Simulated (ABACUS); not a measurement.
Crystal: Pt.

```xyz
1
Lattice="-1.9609 0.0000 1.9609 0.0000 1.9609 1.9609 -1.9609 1.9609 0.0000" Properties=species:S:1:pos:R:3 pbc="T T T"
Pt    0.0000    0.0000    0.0000
```

Base run:

```yaml
Program: ABACUS 3.10.1
Functional: SOGGA
Potentials_or_basis: PseudoDojo NC SR 0.4.1 PBEsol standard
Cutoff: 1143 eV
Density_cutoff: 4572 eV
Basis: plane waves
k_mesh: 10 × 10 × 10
Occupations: fermi-dirac, width 0.05 eV
Spin: no spin polarisation
```

Its results: band gap on the k mesh none (metal or under the smearing width); pressure -4.6 GPa.

Task: The run is repeated on the same cell with these changes: functional from SOGGA to OLYP; potentials or basis from PseudoDojo NC SR 0.4.1 PBEsol standard to GBRV ultrasoft 1.5 PBE; cutoff from 1143 eV to 544 eV; density cutoff from 4572 eV to 4354 eV; valence electrons from 18 to 16. What comes out?

Result: Band gap on the k mesh none (metal or under the smearing width); pressure 3.4 GPa.

Caveats: the potentials were made for another functional, which shifts forces and pressure.

Not every run made on this cell is shown here.
